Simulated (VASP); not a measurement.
# GaN (P6_3mc) in VASP: electric field gradients with r2SCAN

Aim: the electric field gradients of GaN with r2SCAN.

All numbers are computed with VASP 6.6.1; they aren't measurements. Logs are shortened: lines on timing, memory, paths and dates and some standing lists are left out, and cuts for length are marked.

**Experimental background.**

“Studying electronic properties in GaN without electrical contacts using γ-γ vs e−-γ Perturbed Angular Correlations”, 2019, pmc:6823545 quotes, for a bulk crystal of GaN: band gap 3.503 ± 0.005 eV (direct).

The results are compared with them further down.

## Step 1: The structure

The structure is hexagonal, space group P6_3mc (No. 186). The conventional cell has a = 3.180 Å, b = 3.180 Å, c = 5.166 Å, α = 90.00°, β = 90.00°, γ = 120.00°. Around Ga (site symmetry 3m) lie 4 N at 1.94 to 1.95 Å. Around N (site symmetry 3m) lie 4 Ga at 1.94 to 1.95 Å.

## Step 2: Electric field gradients, r2SCAN

Contents of INCAR:

```
SYSTEM = GaN
ALGO = Normal
EDIFF = 1E-7
ENCUT = 520
ISIF = 2
ISMEAR = -1
LASPH = .True.
LCHARG = .False.
LEFG = .True.
LMIXTAU = .True.
LREAL = .False.
LWAVE = .False.
METAGGA = R2SCAN
NELM = 100
PREC = Accurate
SIGMA = 0.02
```

Contents of KPOINTS:

```
k-points
0
Gamma
  8 8 5
  0 0 0
```

Contents of POSCAR:

```
GaN
1.0
    3.1800000000      0.0000000000      0.0000000000
   -1.5900000000      2.7539607840      0.0000000000
    0.0000000000      0.0000000000      5.1660000000
Ga N
2 2
Direct
    0.3333333333      0.6666666667      0.0000000000
    0.6666666667      0.3333333333      0.5000000000
    0.3333333333      0.6666666667      0.3750000000
    0.6666666667      0.3333333333      0.8750000000
```

Potentials or basis: VASP PAW PBE potentials, release 64 (Ga_d, N).

Run with:

```bash
$ cat potpaw_PBE.64/Ga_d/POTCAR potpaw_PBE.64/N/POTCAR > POTCAR
$ mpirun -np 1 vasp_std > vasp.out
```

OUTCAR:

```text
SYSTEM = GaN
   EDIFF = 1E-7
   ENCUT = 520
   ISIF = 2
   ISMEAR = -1
   LASPH = .True.
   LREAL = .False.
   METAGGA = R2SCAN
   NELM = 100
   PREC = Accurate

 ion  position               nearest neighbor table
   1  0.333  0.667  0.000-   3 1.94   4 1.95   4 1.95   4 1.95
   2  0.667  0.333  0.500-   4 1.94   3 1.95   3 1.95   3 1.95
   3  0.333  0.667  0.375-   1 1.94   2 1.95   2 1.95   2 1.95
   4  0.667  0.333  0.875-   2 1.94   1 1.95   1 1.95   1 1.95

  LATTYP: Found a hexagonal cell.
 ALAT       =     3.1800000000
 C/A-ratio  =     1.6245283019

  Lattice vectors:

 A1 = (   3.1800000000,   0.0000000000,   0.0000000000)
 A2 = (  -1.5900000000,   2.7539607840,   0.0000000000)
 A3 = (   0.0000000000,   0.0000000000,   5.1660000000)

Analysis of symmetry for initial positions (statically):
=====================================================================
 Subroutine PRICEL returns:
 Original cell was already a primitive cell.

 Routine SETGRP: Setting up the symmetry group for a
 hexagonal supercell.

 Subroutine GETGRP returns: Found 12 space group operations
 (whereof  6 operations were pure point group operations)
 out of a pool of 24 trial point group operations.

The static configuration has the point symmetry C_3v.
 The point group associated with its full space group is C_6v.

Analysis of symmetry for dynamics (positions and initial velocities):
=====================================================================
 Subroutine PRICEL returns:
 Original cell was already a primitive cell.

 Routine SETGRP: Setting up the symmetry group for a
 hexagonal supercell.

 Subroutine GETGRP returns: Found 12 space group operations
 (whereof  6 operations were pure point group operations)
 out of a pool of 24 trial point group operations.

The dynamic configuration has the point symmetry C_3v.
 The point group associated with its full space group is C_6v.

 Subroutine INISYM returns: Found 12 space group operations
 (whereof  6 operations are pure point group operations),
 and found     1 'primitive' translations

----------------------------------------------------------------------------------------

                                     Primitive cell

  volume of cell :      45.2417

  direct lattice vectors                    reciprocal lattice vectors
     3.180000000  0.000000000  0.000000000     0.314465409  0.181556688  0.000000000
    -1.590000000  2.753960784  0.000000000     0.000000000  0.363113377  0.000000000
     0.000000000  0.000000000  5.166000000     0.000000000  0.000000000  0.193573364

  length of vectors
     3.180000000  3.180000000  5.166000000     0.363113377  0.363113377  0.193573364

  position of ions in fractional coordinates (direct lattice)
     0.333333333  0.666666667  0.000000000
     0.666666667  0.333333333  0.500000000
     0.333333333  0.666666667  0.375000000
     0.666666667  0.333333333  0.875000000

  ion indices of the primitive-cell ions
   primitive index   ion index
                 1           1
                 2           2
                 3           3
                 4           4

----------------------------------------------------------------------------------------

 KPOINTS: k-points

Automatic generation of k-mesh.
 Grid dimensions read from file:
 generate k-points for:    8    8    5

 Generating k-lattice:

  Cartesian coordinates                     Fractional coordinates (reciprocal lattice)
     0.039308176  0.022694586  0.000000000     0.125000000  0.000000000  0.000000000
     0.000000000  0.045389172  0.000000000     0.000000000  0.125000000  0.000000000
     0.000000000  0.000000000  0.038714673     0.000000000  0.000000000  0.200000000

  Length of vectors
     0.045389172  0.045389172  0.038714673
[... 40 lines left out ...]
   dimension x,y,z NGXF=    48 NGYF=   48 NGZF=   80
   ions per type =               2   2
   NGX,Y,Z   is equivalent  to a cutoff of  12.55, 12.55, 12.87 a.u.
   NGXF,Y,Z  is equivalent  to a cutoff of  25.09, 25.09, 25.74 a.u.
 SYSTEM =  GaN
   PREC   = accura    normal or accurate (medium, high low for compatibility)
   ISTART =      0    job   : 0-new  1-cont  2-samecut
   ICHARG =      2    charge: 1-file 2-atom 10-const
   ISPIN  =      1    spin polarized calculation?
   LNONCOLLINEAR =      F non collinear calculations
   LSORBIT =      F    spin-orbit coupling
   LASPH  =      T    aspherical Exc in radial PAW
   ENCUT  =  520.0 eV  38.22 Ry    6.18 a.u.   5.91  5.91  9.61*2*pi/ulx,y,z
   NELM   =    100;   NELMIN=  2; NELMDL= -5     # of ELM steps
   EDIFF  = 0.1E-06   stopping-criterion for ELM
   LREAL  =      F    real-space projection
   EDIFFG = 0.1E-05   stopping-criterion for IOM
   NSW    =      0    number of steps for IOM
   IBRION =     -1    ionic relax: 0-MD 1-quasi-New 2-CG
   NFREE  =      0    steps in history (QN), initial steepest desc. (CG)
   ISIF   =      2    stress and relaxation
   ISYM   =      2    0-nonsym 1-usesym 2-fastsym
   POTIM  = 0.5000    time-step for ionic-motion
   TEBEG  =    0.0;   TEEND  =   0.0 temperature during run
   PSTRESS=    0.0 pullay stress
   NELECT =      36.0000    total number of electrons
   NUPDOWN=      -1.0000    fix difference up-down
   EMIN   =  10.00;   EMAX   =-10.00  energy-range for DOS
   EFERMI =   0.00;   METHOD = LEGACY
   ISMEAR =    -1;   SIGMA  =   0.02  broadening in eV -4-tet -1-fermi 0-gaus
   EFERMI_NEDOS =   21; number of points for ismear=-14 and -15
   IALGO  =     38    algorithm
   IMIX   =      4    mixing-type and parameters
     AMIX     =   0.40;   BMIX     =  1.00
     AMIX_MAG =   1.60;   BMIX_MAG =  1.00
  volume/ion in A,a.u.               =      11.31        76.33
  Fermi-wavevector in a.u.,A,eV,Ry     =   1.517036  2.866782 31.312427  2.301398
  Thomas-Fermi vector in A             =   2.626345
   LORBIT       =      0    0 simple, 1 ext, 2 COOP (PROOUT), +10 PAW based schemes
   METAGGA = R2SCAN    functional components
   LHFCALC =     F    Hartree Fock is set to
   AEXX    =    0.0000 exact exchange contribution
   IVDW    =     0    specifies the selected vdW correction
   LEPSILON=     F    determine dielectric tensor
   LRPA    =     F    only Hartree local field effects (RPA)
 non-spin polarized calculation
  energy-cutoff  :      520.00
  volume of cell :       45.24
 maximum number of plane-waves:      1236
 NGX is ok and might be reduce to    24
   NGX = 11   NGY = 11   NGZ = 19

 number of electron      36.0000002 magnetization

 Free energy of the ion-electron system (eV)
  ---------------------------------------------------
  ext. energy  EPLUGINS =         0.00000000
  ---------------------------------------------------
  free energy    TOTEN  =       -43.81624376 eV

  energy without entropy =      -43.81624376  energy(sigma->0) =      -43.81624376

 E-fermi :   5.5986     XC(G=0): -12.6953

 val. band max:        5.1668970169   @ k =   0.0000   0.0000   0.0000
 cond. band min:       7.5426786640   @ k =   0.0000   0.0000   0.0000
 fundamental gap:      2.3757816471
 Fermi energy:         5.5986175149

 k-point     1 :       0.0000    0.0000    0.0000
  band No.  band energies     occupation
      1     -11.6987      2.00000
      2     -10.6683      2.00000
      3      -8.6768      2.00000
      4      -8.6540      2.00000
      5      -8.6540      2.00000
      6      -8.5826      2.00000
[... 589 lines left out ...]
     21      13.4006      0.00000
     22      13.9287      0.00000

 [... further k-points ...]

------------------------ aborting loop because EDIFF is reached ----------------------------------------

  FORCE on cell =-STRESS in cart. coord.  units (eV):
  Direction    XX          YY          ZZ          XY          YZ          ZX
  --------------------------------------------------------------------------------------
  -------------------------------------------------------------------------------------
  Total        0.4316423      0.4316423      0.9853623      0.0000000      0.0000000     -0.0000000
  in kB       15.2860502     15.2860502     34.8953253      0.0000000      0.0000000     -0.0000000
  external PRESSURE =      21.8224753 kB  Pullay stress =       0.0000000 kB

 VOLUME and BASIS-vectors are now :
 -----------------------------------------------------------------------------
  energy-cutoff  :      520.00
  volume of cell :       45.24
      direct lattice vectors                 reciprocal lattice vectors
     3.180000000  0.000000000  0.000000000     0.314465409  0.181556688  0.000000000
    -1.590000000  2.753960784  0.000000000     0.000000000  0.363113377  0.000000000
     0.000000000  0.000000000  5.166000000     0.000000000  0.000000000  0.193573364

 POSITION                                       TOTAL-FORCE (eV/Angst)
 -----------------------------------------------------------------------------------
     -0.00000      1.83597      0.00000        -0.000000      0.000000     -0.137047
      1.59000      0.91799      2.58300         0.000000      0.000000     -0.137047
     -0.00000      1.83597      1.93725        -0.000000     -0.000000      0.137047
      1.59000      0.91799      4.52025        -0.000000      0.000000      0.137047
 -----------------------------------------------------------------------------------
    total drift:                                0.000002      0.000004      0.049972

  FREE ENERGIE OF THE ION-ELECTRON SYSTEM (eV)
  ---------------------------------------------------
  free  energy   TOTEN  =       -43.8162437601 eV

  energy  without entropy=      -43.8162437601  energy(sigma->0) =      -43.81624376

 Electric field gradients (V/A^2)
---------------------------------------------------------------------
 ion       V_xx      V_yy      V_zz      V_xy      V_xz      V_yz
---------------------------------------------------------------------
   1       1.019     1.023    -2.042     0.004    -0.000     0.000
   2       1.019     1.023    -2.042     0.004     0.000    -0.000
   3      -0.411    -0.412     0.823    -0.001    -0.000     0.000
   4      -0.411    -0.412     0.823    -0.001     0.000    -0.000
---------------------------------------------------------------------

 Electric field gradients after diagonalization (V/A^2)
 (convention: |V_zz| > |V_xx| > |V_yy|)
----------------------------------------------------------------------
 ion       V_xx      V_yy      V_zz     asymmetry (V_yy - V_xx)/ V_zz
----------------------------------------------------------------------
   1       1.026     1.017    -2.042       0.004
   2       1.026     1.017    -2.042       0.004
   3      -0.413    -0.411     0.823       0.003
   4      -0.413    -0.411     0.823       0.003
----------------------------------------------------------------------

           NMR quadrupolar parameters

 Cq : quadrupolar parameter    Cq=e*Q*V_zz/h
 eta: asymmetry parameters     (V_yy - V_xx)/ V_zz
 Q  : nuclear electric quadrupole moment in mb (millibarn)
----------------------------------------------------------------------
 ion       Cq(MHz)       eta       Q (mb)
----------------------------------------------------------------------
   1      -0.005       0.004       1.000
   2      -0.005       0.004       1.000
   3       0.002       0.003       1.000
   4       0.002       0.003       1.000
----------------------------------------------------------------------
```

It took 67 s on 1 thread of Intel Xeon 6975P-C (Granite Rapids), shared host; peak memory 0.18 GiB.

Results:

| Item | Value |
| --- | --- |
| Free energy | -43.8162 eV |
| Pressure | 2.2 GPa |
| Largest force | 0.137 eV/Å |
| Band gap on the k mesh | 2.38 eV, direct |

Forces in eV/Å, atoms in the order of the input:
```
Ga   0.000  0.000 -0.137
Ga   0.000  0.000 -0.137
N    0.000  0.000  0.137
N    0.000  0.000  0.137
```

Levels at points of the mesh, in eV from the valence-band top:
| k point | band 16 | band 17 | band 18 | band 19 | band 20 | band 21 |
| --- | --- | --- | --- | --- | --- | --- |
| (0.00, 0.00, 0.00) | -0.06 | 0.00 | 0.00 | 2.38 | 4.84 | 10.00 |
| (0.50, 0.00, 0.00) | -2.86 | -2.29 | -1.02 | 5.58 | 6.15 | 6.56 |

Electric field gradients, principal values (V/Å²):
```
atom     Vxx     Vyy     Vzz
1 Ga   1.017   1.026  -2.042
2 Ga   1.017   1.026  -2.042
 3 N  -0.411  -0.413   0.823
 4 N  -0.411  -0.413   0.823
```

Caveat: the PAW data sets were made with another functional, which shifts forces and pressure a little.

## Step 3: Against experiment

Step 2. Measured gap of GaN: 3.503 eV (direct; quoted in “Studying electronic properties in GaN without electrical contacts using γ-γ vs e−-γ Perturbed Angular Correlations”, 2019, pmc:6823545). This calculation gives 2.38 eV (-1.13 eV). Spin-orbit coupling on Ga is left out. The value is that of r2SCAN, without temperature or zero-point motion.
